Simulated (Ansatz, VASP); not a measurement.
**CdSe: VASP beside Ansatz**

```
Cd Se
1.0
     0.09211    3.11633    3.11633
     3.11633    0.09211    3.11633
     3.11633    3.11633    0.09211
Cd Se
1 1
Direct
  0.00000 0.00000 0.00000
  0.25000 0.25000 0.25000
```

Change from the starting cell: equal xy, yz and zx shear strains of +3 %, crystal datasets.

Alike in both runs: task electric field gradients; functional PBE; k mesh 8 × 8 × 8; occupations fermi-dirac, width 0.03 eV; no spin polarisation.

```csv
,VASP,Ansatz
version,VASP 6.6.1,Ansatz 0.2.0
potentials or method,"VASP PAW PBE potentials, release 64 (Cd, Se), cutoff 520 eV","all-electron PAW with datasets made for the crystal, scalar-relativistic"
```

VASP gave:

| Item | Value |
| --- | --- |
| pressure (GPa) | 1.8 |
| largest component of the traceless stress (GPa) | 1.20 |
| rms of the force components (eV/Å) | 0.155 |
| Vzz of the field gradient on the site that differs most (V/Å²) | 31.1 |

Estimate Ansatz's values.

pressure (GPa): 1.5; largest component of the traceless stress (GPa): 1.17; rms of the force components (eV/Å): 0.149; Vzz of the field gradient on the site that differs most (V/Å²): 28.9.

Atom by atom the forces differ by 0.006 eV/Å (rms over components). Ansatz ran all-electron here, so the differences hold the error of VASP's frozen core and of both bases. Ansatz warned: «gradients_without_spin_orbit».
